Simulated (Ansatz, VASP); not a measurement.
Al: VASP beside Ansatz

The input POSCAR:

```
Al
1.0
    2.8124553515      0.0000000000      0.0000000000
   -1.4062276757      2.4356577814      0.0000000000
    0.0000000000      0.0000000000      4.8668500000
Al
2
Direct
    0.3333333333      0.6666666667      0.2500000000
    0.6666666667      0.3333333333      0.7500000000
```

File INCAR.step1:

```
PREC = Accurate
ENCUT = 520
EDIFF = 1E-5
ISMEAR = -1
SIGMA = 0.05
LREAL = F
LASPH = T
NELM = 80
ALGO = Normal
ISIF = 2
LWAVE = T
NBANDS = 10
GGA = PE
```

INCAR.step2

```
PREC = Accurate
ENCUT = 520
EDIFF = 1E-7
ISMEAR = -1
SIGMA = 0.05
LREAL = F
LASPH = T
NELM = 80
ALGO = Normal
ISIF = 2
LWAVE = F
LCHARG = T
METAGGA = R2SCAN
LHFCALC = T
AEXX = 0.25
LMIXTAU = T
PRECFOCK = Normal
LELF = T
LVHAR = T
NBANDS = 10
ISTART = 1
```

File KPOINTS:

```
Automatic mesh
0
Gamma
  6 6 3
```

File input.yaml:

```yaml
crystal:
  lattice:
    - [2.8124553515, 0.0, 0.0]
    - [-1.4062276757, 2.4356577814, 0.0]
    - [0.0, 0.0, 4.86685]
  atoms:
    - { symbol: Al, position: [0.3333333333, 0.6666666667, 0.25] }
    - { symbol: Al, position: [0.6666666667, 0.3333333333, 0.75] }
hamiltonian:
  xc: r2scan0
  pseudopotentials: { kind: paw }
kpoints:
  mp_grid: { grid: [6, 6, 3] }
scf:
  occupations: { method: fermi_dirac, width: 0.05 }
  n_extra_bands: 6
output:
  forces: true
  stress: true
  eigenvalues: true
  dos: { projected: true, de: 0.05 }
```

This isn't the form of Al at room conditions, which is fcc.

Alike in both runs: functional r2SCAN0; k mesh 6 × 6 × 3; occupations fermi-dirac, width 0.05 eV; no spin polarisation.

|  | VASP | Ansatz |
| --- | --- | --- |
| version | VASP 6.6.1 | Ansatz 0.2.0 |
| potentials or method | VASP PAW PBE potentials, release 64 (Al) | Ansatz PAW |
| plane-wave cutoff (eV) | 520 | 500 |
| valence electrons in the cell | 6 | 6 |
| task | single point | projected density of states |

Ansatz gave:

```
gap on the k mesh at the Fermi level (eV)       : none
pressure (GPa)                                  : -0.5
largest component of the traceless stress (GPa) : 7.33
```

Q: Estimate VASP's values.

A: gap on the k mesh at the Fermi level (eV): none; pressure (GPa): -0.8; largest component of the traceless stress (GPa): 7.13.

A gap of «none» marks a metal or a gap that the smearing closes.

Caveats: the k mesh is coarse (spacing up to 0.43 Å⁻¹), so the values aren't converged, least of all with exact exchange; the PAW data sets were made with another functional, which shifts forces and pressure a little (VASP); the PAW data sets come from PBE, with cores solved anew for the run's functional, which leaves a small shift of forces and pressure (Ansatz); the density of states is complete only up to the lowest level of the last band computed (Ansatz); the thresholds are loose for stress (Ansatz).
